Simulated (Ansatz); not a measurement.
# What a strained BP layer does to its nuclei

Cell: a COD entry, whose atoms a relaxation with PBE at fixed cell left in place.

```xyz
2
Lattice="0.0000 2.2690 2.2690 2.2690 0.0000 2.2690 2.2690 2.2690 0.0000" Properties=species:S:1:pos:R:3 pbc="T T T"
B     0.0000    0.0000    0.0000
P     1.1345    1.1345    1.1345
```

Sites (sets of like atoms) are named by element and the number of their first atom in this list.

The numbers come from a DFT calculation in Ansatz (PBE, plane waves and PAW, scalar-relativistic, 420 eV cutoff, Γ-centred 16×16×16 k-points, Fermi–Dirac smearing 0.02 eV).

The cell is stretched along z (the third Cartesian axis of the run's cell), x and y held, and the ions relax again each time.

| strain along z (%) | B: V along z (10²¹ V/m²) | P: V along z (10²¹ V/m²) |
| --- | --- | --- |
| -3 | -0.03 | -0.12 |
| -2 | -0.02 | -0.09 |
| -1 | -0.01 | -0.05 |
| 0 | 0.00 | 0.00 |
| +1 | 0.01 | 0.05 |
| +2 | 0.02 | 0.10 |
| +3 | ? | ? |

Problem. Estimate the row at +3 % from the others.

Solution. B: 0.03; P: 0.16. Worked for B: a straight line through the other 6 rows has a slope of 0.011 × 10²¹ V/m² per per cent of strain and gives 0.03 at +3 %, against 0.03 from the run; the response is too small for these digits to tell its shape. Worked for P: a straight line through the other 6 rows has a slope of 0.046 × 10²¹ V/m² per per cent of strain and gives 0.14 at +3 %, against 0.16 from the run; over all rows the step per per cent runs from 0.037 at the compressed end to 0.058 at the stretched end. Without strain B and P sit on a cubic site without a gradient, so the whole gradient comes from the strain.
